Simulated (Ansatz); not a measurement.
Runs of Ansatz 0.2.0 on Ni. It takes space group Fm-3m (No. 225, cubic). Conventional cell: a = 3.475 Å, b = 3.475 Å, c = 3.475 Å, α = 90.00°, β = 90.00°, γ = 90.00°. Around Ni (site symmetry m-3m) lie 12 Ni at 2.46 Å. 

```csv
task,level,spin,cell,cutoff (eV),smearing,basis error allowed,gap on the mesh (eV),pressure (GPa),moment (μB),relaxed volume (Å³/atom)
band structure,PBEsol,"collinear, random start",as given,344,tetrahedron,0.0005 eV/atom,-,-2.6,0.60,-
single point,PBE,"collinear, ferromagnetic start",as given,320,gaussian 0.016 eV,0.001 eV/atom,none,8.0,0.64,-
band structure,RPBE,"collinear, ferromagnetic start",as given,320,fermi-dirac 0.05 eV,0.001 eV/atom,-,13.9,(a),-
relaxation of cell and atoms,RPBE,"collinear, ferromagnetic start",relaxed,-,fermi-dirac 0.05 eV,0.001 eV/atom,-,0.0,0.64,11.20
band structure,LDA,"collinear, ferromagnetic start",as given,320,fermi-dirac 0.05 eV,0.001 eV/atom,-,-10.3,0.62,-
single point,PBE,"collinear, ferromagnetic start",as given,320,gaussian 0.012 eV,0.001 eV/atom,none,8.0,0.64,-
single point,PBE,"collinear, ferromagnetic start",as given,320,gaussian 0.028 eV,0.001 eV/atom,none,8.0,0.64,-
single point,PBE,"collinear, ferromagnetic start",as given,320,gaussian 0.027 eV,0.001 eV/atom,none,8.0,0.64,-
band structure,BLYP,"collinear, ferromagnetic start",as given,320,fermi-dirac 0.05 eV,0.001 eV/atom,-,18.1,0.62,-
single point,PBE,"collinear, ferromagnetic start",as given,320,gaussian 0.021 eV,0.001 eV/atom,none,8.0,0.64,-
single point,PBE,"collinear, ferromagnetic start",as given,320,gaussian 0.025 eV,0.001 eV/atom,none,8.0,0.64,-
relaxation of cell and atoms,BLYP+D3(BJ),"collinear, ferromagnetic start",relaxed,-,fermi-dirac 0.05 eV,0.001 eV/atom,-,0.0,0.62,(b)
```

Alike in all rows: potentials or basis all-electron LAPW, scalar-relativistic; k mesh 13 × 13 × 13.

Question: Fill in the values left out.

Answer: (a) 0.63; (b) 10.53.

Caveats: so large a pressure means that the cell lies far from this level's equilibrium, or that cutoff or potentials fall short (some runs).

A k mesh can miss the band edges.

A gap of «none» marks a metal or a gap under the smearing width.

Not every run made on this cell is shown here.
